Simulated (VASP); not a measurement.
# N2 in VASP: further runs

The runs below take N2 through relaxation of the atoms, vibrations by finite differences, single point, with PBE+D3(BJ), PBE.

Program: VASP 6.6.1. These are calculated values, not measurements. Logs are shortened: lines on timing, memory, paths and dates and some standing lists are left out, and cuts for length are marked.

### Step 1. The molecule as given

The cell holds a molecule in a box, 2 atoms: a = 11.441 Å, b = 11.941 Å, c = 12.441 Å, α = 90.00°, β = 90.00°, γ = 90.00°.

### Step 2. Relaxation of the atoms, PBE+D3(BJ)

The input, INCAR:

```
SYSTEM = N
PREC = Accurate ; ENCUT = 400
EDIFF = 1E-7 ; ISMEAR = 0
SIGMA = 0.01 ; LREAL = .FALSE.
LASPH = .TRUE. ; NELM = 100
ALGO = Normal ; ISIF = 2
LWAVE = .FALSE. ; LCHARG = .FALSE.
GGA = PE ; IVDW = 12
IBRION = 2 ; NSW = 120
EDIFFG = -0.03 ; ISYM = 0
```

The input, KPOINTS:

```
regular mesh
0
G
  1 1 1
  0 0 0
```

The input, POSCAR:

```
N
1.0
   11.4414717937      0.0000000000      0.0000000000
    0.0000000000     11.9414717937      0.0000000000
    0.0000000000      0.0000000000     12.4414717937
N
2
Selective dynamics
Direct
    0.5214622657      0.5159199176      0.4621639703  F F F
    0.4785377343      0.4924542595      0.5378360297  T T T
```

Potentials or basis: VASP PAW PBE potentials, release 64 (N).

Command:

```
cat potpaw_PBE.64/N/POTCAR > POTCAR
mpirun -np 1 vasp_gam > vasp.out
```

OUTCAR:

```text
SYSTEM = N
   PREC = Accurate
   ENCUT = 400
   EDIFF = 1E-7
   ISMEAR = 0
   LREAL = .FALSE.
   LASPH = .TRUE.
   NELM = 100
   ISIF = 2
   GGA = PE
   IVDW = 12
   IBRION = 2
   NSW = 120
   EDIFFG = -0.03
   ISYM = 0
 IVDW          = 12

 ion  position               nearest neighbor table
   1  0.521  0.516  0.462-   2 1.10
   2  0.479  0.492  0.538-   1 1.10

IMPORTANT INFORMATION: All symmetrisations will be switched off!
NOSYMM: (Re-)initialisation of all symmetry stuff for point group C_1.

----------------------------------------------------------------------------------------

                                     Primitive cell

  volume of cell :    1699.8536

  direct lattice vectors                    reciprocal lattice vectors
    11.441471794  0.000000000  0.000000000     0.087401343  0.000000000  0.000000000
     0.000000000 11.941471794  0.000000000     0.000000000  0.083741771  0.000000000
     0.000000000  0.000000000 12.441471794     0.000000000  0.000000000  0.080376343

  length of vectors
    11.441471794 11.941471794 12.441471794     0.087401343  0.083741771  0.080376343

  position of ions in fractional coordinates (direct lattice)
     0.521462266  0.515919918  0.462163970
     0.478537734  0.492454260  0.537836030

  ion indices of the primitive-cell ions
   primitive index   ion index
                 1           1
                 2           2

----------------------------------------------------------------------------------------

 KPOINTS: regular mesh

Automatic generation of k-mesh.
 Grid dimensions read from file:
 generate k-points for:    1    1    1

 Generating k-lattice:

  Cartesian coordinates                     Fractional coordinates (reciprocal lattice)
     0.087401343  0.000000000  0.000000000     1.000000000  0.000000000  0.000000000
     0.000000000  0.083741771  0.000000000     0.000000000  1.000000000  0.000000000
     0.000000000  0.000000000  0.080376343     0.000000000  0.000000000  1.000000000

  Length of vectors
     0.087401343  0.083741771  0.080376343

  Shift w.r.t. Gamma in fractional coordinates (k-lattice)
     0.000000000  0.000000000  0.000000000

 Subroutine IBZKPT returns following result:
 ===========================================

 Found      1 irreducible k-points:

 Following reciprocal coordinates:
            Coordinates               Weight
  0.000000  0.000000  0.000000      1.000000
   k-points           NKPTS =      1   k-points in BZ     NKDIM =      1   number of bands    NBANDS=      9
   number of dos      NEDOS =    301   number of ions     NIONS =      2
   total plane-waves  NPLWV = 537600
   dimension x,y,z NGX =    80 NGY =   80 NGZ =   84
   dimension x,y,z NGXF=   160 NGYF=  160 NGZF=  168
   ions per type =               2
   NGX,Y,Z   is equivalent  to a cutoff of  11.62, 11.14, 11.22 a.u.
   NGXF,Y,Z  is equivalent  to a cutoff of  23.25, 22.27, 22.45 a.u.
 SYSTEM =  N
   PREC   = accura    normal or accurate (medium, high low for compatibility)
   ISTART =      0    job   : 0-new  1-cont  2-samecut
   ICHARG =      2    charge: 1-file 2-atom 10-const
   ISPIN  =      1    spin polarized calculation?
   LNONCOLLINEAR =      F non collinear calculations
   LSORBIT =      F    spin-orbit coupling
   LASPH  =      T    aspherical Exc in radial PAW
   ENCUT  =  400.0 eV  29.40 Ry    5.42 a.u.  18.66 19.47 20.29*2*pi/ulx,y,z
   NELM   =    100;   NELMIN=  2; NELMDL= -5     # of ELM steps
   EDIFF  = 0.1E-06   stopping-criterion for ELM
   LREAL  =      F    real-space projection
   EDIFFG = -.3E-01   stopping-criterion for IOM
   NSW    =    120    number of steps for IOM
   IBRION =      2    ionic relax: 0-MD 1-quasi-New 2-CG
   NFREE  =      1    steps in history (QN), initial steepest desc. (CG)
   ISIF   =      2    stress and relaxation
   ISYM   =      0    0-nonsym 1-usesym 2-fastsym
   POTIM  = 0.5000    time-step for ionic-motion
   TEBEG  =    0.0;   TEEND  =   0.0 temperature during run
   PSTRESS=    0.0 pullay stress
   NELECT =      10.0000    total number of electrons
   NUPDOWN=      -1.0000    fix difference up-down
   EMIN   =  10.00;   EMAX   =-10.00  energy-range for DOS
   EFERMI =   0.00;   METHOD = LEGACY
   ISMEAR =     0;   SIGMA  =   0.01  broadening in eV -4-tet -1-fermi 0-gaus
   EFERMI_NEDOS =   21; number of points for ismear=-14 and -15
   IALGO  =     38    algorithm
   IMIX   =      4    mixing-type and parameters
     AMIX     =   0.40;   BMIX     =  1.00
     AMIX_MAG =   1.60;   BMIX_MAG =  1.00
  volume/ion in A,a.u.               =     849.93      5735.59
  Fermi-wavevector in a.u.,A,eV,Ry     =   0.295532  0.558474  1.188320  0.087339
  Thomas-Fermi vector in A             =   1.159194
   LORBIT       =      0    0 simple, 1 ext, 2 COOP (PROOUT), +10 PAW based schemes
   GGA     = PE    functional components
   LHFCALC =     F    Hartree Fock is set to
   AEXX    =    0.0000 exact exchange contribution
   IVDW    =    12    specifies the selected vdW correction
   LEPSILON=     F    determine dielectric tensor
   LRPA    =     F    only Hartree local field effects (RPA)
 conjugate gradient relaxation of ions
 non-spin polarized calculation
 Gauss-broadening in eV      SIGMA  =   0.01
  energy-cutoff  :      400.00
  volume of cell :     1699.85
 maximum number of plane-waves:     15454
 NGX is ok and might be reduce to    80
   NGX = 37   NGY = 39   NGZ = 41

--------------------------------------- Ionic step        1  -------------------------------------------

 number of electron      10.0000002 magnetization

 Free energy of the ion-electron system (eV)
  ---------------------------------------------------
  ext. energy  EPLUGINS =         0.00000000
  ---------------------------------------------------
  free energy    TOTEN  =       -16.59422273 eV

  energy without entropy =      -16.59422273  energy(sigma->0) =      -16.59422273

------------------------ aborting loop because EDIFF is reached ----------------------------------------

 Edisp (eV)   -0.01187

 E8    (eV) :    -0.0035

  FORCE on cell =-STRESS in cart. coord.  units (eV):
  Direction    XX          YY          ZZ          XY          YZ          ZX
  --------------------------------------------------------------------------------------
  -------------------------------------------------------------------------------------
  Total      -0.43835    -0.86641     1.21502     0.35441    -0.67515    -1.18794
  in kB      -0.41316    -0.81662     1.14520     0.33405    -0.63636    -1.11968
  external pressure =       -0.03 kB  Pullay stress =        0.00 kB
[... 21 lines left out ...]
  energy  without entropy=      -16.6060909470  energy(sigma->0) =      -16.60609095

--------------------------------------- Ionic step        2  -------------------------------------------

 number of electron      10.0000000 magnetization

 E-fermi :  -9.9240     XC(G=0):  -0.4012

 val. band max:      -10.0333437257   @ k =   0.0000   0.0000   0.0000
 cond. band min:      -3.3978266804   @ k =   0.0000   0.0000   0.0000
 fundamental gap:      6.6355170453
 Fermi energy:        -9.9239535756

 k-point     1 :       0.0000    0.0000    0.0000
  band No.  band energies     occupation
      1     -26.1312      2.00000
      2     -14.4044      2.00000
      3     -10.5182      2.00000
      4     -10.5180      2.00000
      5     -10.0333      2.00000
      6      -3.3978      0.00000
      7      -3.3975      0.00000
      8      -0.1958      0.00000
      9       0.7205      0.00000

------------------------ aborting loop because EDIFF is reached ----------------------------------------
[... 73 lines left out ...]
  energy  without entropy=      -16.6342521393  energy(sigma->0) =      -16.63425214

--------------------------------------- Ionic step        4  -------------------------------------------

 number of electron      10.0000002 magnetization

 Free energy of the ion-electron system (eV)
  ---------------------------------------------------
  ext. energy  EPLUGINS =         0.00000000
  ---------------------------------------------------
  free energy    TOTEN  =       -16.62243975 eV

  energy without entropy =      -16.62243975  energy(sigma->0) =      -16.62243975

 E-fermi : -10.0486     XC(G=0):  -0.3985

 val. band max:      -10.1125095629   @ k =   0.0000   0.0000   0.0000
 cond. band min:      -2.0953493862   @ k =   0.0000   0.0000   0.0000
 fundamental gap:      8.0171601767
 Fermi energy:       -10.0485935950

 k-point     1 :       0.0000    0.0000    0.0000
  band No.  band energies     occupation
      1     -28.0792      2.00000
      2     -13.5190      2.00000
      3     -11.4397      2.00000
      4     -11.4395      2.00000
      5     -10.1125      2.00000
      6      -2.0953      0.00000
      7      -2.0949      0.00000
      8      -0.1821      0.00000
      9       0.7429      0.00000

------------------------ aborting loop because EDIFF is reached ----------------------------------------
[... 29 lines left out ...]
  FREE ENERGIE OF THE ION-ELECTRON SYSTEM (eV)
  ---------------------------------------------------
  free  energy   TOTEN  =       -16.6343069625 eV

  energy  without entropy=      -16.6343069625  energy(sigma->0) =      -16.63430696

 reached required accuracy - stopping structural energy minimisation
```

Run time: 2.8 min. Hardware: 1 thread of Intel Xeon 6975P-C (Granite Rapids), shared host; peak memory 1 GiB.

What came out:

```yaml
Free_energy: -16.6343 eV
Energy_gained_by_relaxing: 14.1 meV/atom
Ionic_steps: 4
Gap_between_the_frontier_levels: 8.02 eV
Dispersion_energy_per_atom: -0.006 eV
```

The path:
| step | energy change (eV) | largest force (eV/Å) | pressure (GPa) |
| --- | --- | --- | --- |
| 1 | 0.0000 | 3.0667 | 0.00 |
| 2 | 0.8845 | 11.9396 | -0.55 |
| 3 | -0.0282 | 0.1290 | -0.11 |
| 4 | -0.0282 | 0.0097 | -0.10 |

Final structure:
```
N
1.0
    11.44147    0.00000    0.00000
     0.00000   11.94147    0.00000
     0.00000    0.00000   12.44147
N
2
Direct
  0.52146 0.51592 0.46216
  0.47780 0.49205 0.53914
```

Levels at points of the mesh, in eV from the valence-band top:
| k point | band 3 | band 4 | band 5 | band 6 | band 7 | band 8 |
| --- | --- | --- | --- | --- | --- | --- |
| (0.00, 0.00, 0.00) | -1.33 | -1.33 | 0.00 | 8.02 | 8.02 | 9.93 |

Caveat: the cutoff is under 1.25 times the usual one of these potentials, so pressure, stress and relaxed cells hold a basis-set (Pulay) error; the standard files for N, O and F lose accuracy on very short bonds.

(Part 1 of 2 ends here.)
